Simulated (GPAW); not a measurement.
Crystal: Au.

```xyz
1
Lattice="-1.6573 1.6573 1.6573 1.6573 -1.6573 1.6573 1.6573 1.6573 -1.6573" Properties=species:S:1:pos:R:3 pbc="T T T"
Au    0.0000    0.0000    0.0000
```

This isn't the form of Au at room conditions, which is fcc.

* Program: GPAW 26.7.0
* Task: single point
* Functional: PBE
* Potentials or basis: GPAW PAW data sets (gpaw-data 1.2.1)
* Cutoff: 600 eV
* Basis: pw
* k mesh: 11 × 11 × 11
* Occupations: fermi-dirac, width 0.05 eV
* Spin: no spin polarisation

On this cell: pressure 0.9 GPa; band gap on the k mesh none (metal or under the smearing width).

The same run follows on a disturbed copy (cell strained at random at fixed volume):

```xyz
1
Lattice="-1.6672 1.6108 1.6647 1.6037 -1.6357 1.6260 1.7364 1.7049 -1.6895" Properties=species:S:1:pos:R:3 pbc="T T T"
Au   -0.0479   -0.0243   -0.0083
```

Problem. What changes?

Solution. The energy (extrapolated to zero smearing) moves by +7.4 meV/atom; pressure 1.3 GPa; band gap on the k mesh none (metal or under the smearing width).

Stress tensor (GPa, compression positive):
```
 2.00 -2.32  2.14
-2.32  1.30  0.30
 2.14  0.30  0.63
```

Caveats: with this Au data set, volumes or pressures lay over 1.5 % or 2 GPa off other programs in two to four cells of ten.
